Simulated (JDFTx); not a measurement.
## LiF (Griceite) under changes of volume

One of the cells (8.169 Å³/atom); the others are scaled copies at fixed shape and fractional positions:

```
CELL_PARAMETERS angstrom
0.00000 2.01400 2.01400
2.01400 0.00000 2.01400
2.01400 2.01400 0.00000
ATOMIC_POSITIONS crystal
F 0.50000 0.50000 0.50000
Li 0.00000 0.00000 0.00000
```

* Program: JDFTx 1.7.0 (patched build)
* Functional: PBE
* Potentials or basis: PseudoDojo-SR-PBE-0.5-standard with smoothed tails
* Cutoff: 1143 eV
* Density cutoff: 9143 eV
* k mesh: 11 × 11 × 11
* Occupations: fermi-dirac, width 0.05 eV
* Spin: no spin polarisation

| volume (Å³/atom) | energy over the lowest point (meV/atom) | pressure (GPa) | gap on the mesh (eV) |
| --- | --- | --- | --- |
| 7.679 | 14.10 | 7.0 | 9.69 |
| 7.842 | 7.94 | 5.1 | 9.49 |
| 8.006 | ? | ? | ? |
| 8.169 | 1.07 | 1.8 | 9.11 |
| 8.333 | 0.00 | 0.3 | 8.94 |
| 8.496 | 0.31 | -1.0 | 8.77 |
| 8.659 | 1.87 | -2.1 | 8.61 |

**Question.** What does the run at 8.006 Å³/atom give?

**Answer.** Energy over the lowest point 3.66 meV/atom; pressure 3.3 GPa; gap on the mesh 9.30 eV.

Worked out: A Birch-Murnaghan fit of order 3 (a polynomial in V^(-2/3)) to the other rows has its minimum at 8.37 Å³/atom with B0 = V·E''(V) = 67 GPa and B' = 4.3. It gives 3.65 meV/atom at 8.006 Å³/atom, against the run's 3.66, and -dE/dV = 3.3 GPa, against 3.3. A straight line through the other rows of the gap, of slope -9 eV per unit of ln V (its deformation potential), gives 9.31 eV, against the run's 9.30.

Energies are extrapolated to zero smearing.

Caveats: an odd mesh through Γ misses points on the zone boundary, where band edges often lie.
